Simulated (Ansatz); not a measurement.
## A computed series for ZnTe: response to strain

Consider ZnTe in the zinc blende structure (space group F-43m, No. 216; a = 6.179 Å). Axes: x, y, z lie along the cube axes.

Strains are applied to the cell and any free atomic positions relax; under biaxial strain the out-of-plane vector relaxes too.

Method: plane-wave PAW DFT at the PBE level (Ansatz, a quantum-chemistry and plane-wave program, 420 eV), spin-orbit coupling left out.

Candidates:
(a) isotropic strain −2.09 %
(b) biaxial strain −0.34 %, plane normal [001], relaxed out of plane
(c) uniaxial strain ε_yy = −5.43 %

Before the change:

The band gap is 1.08 eV.

Q: Order them by band gap, highest first.

A: (a) isotropic strain −2.09 % (1.37 eV), (c) uniaxial strain ε_yy = −5.43 % (1.20 eV), (b) biaxial strain −0.34 %, plane normal [001], relaxed out of plane (1.08 eV)

With Te present, leaving out spin-orbit coupling can change the band edges. No phonon test of stability was made.
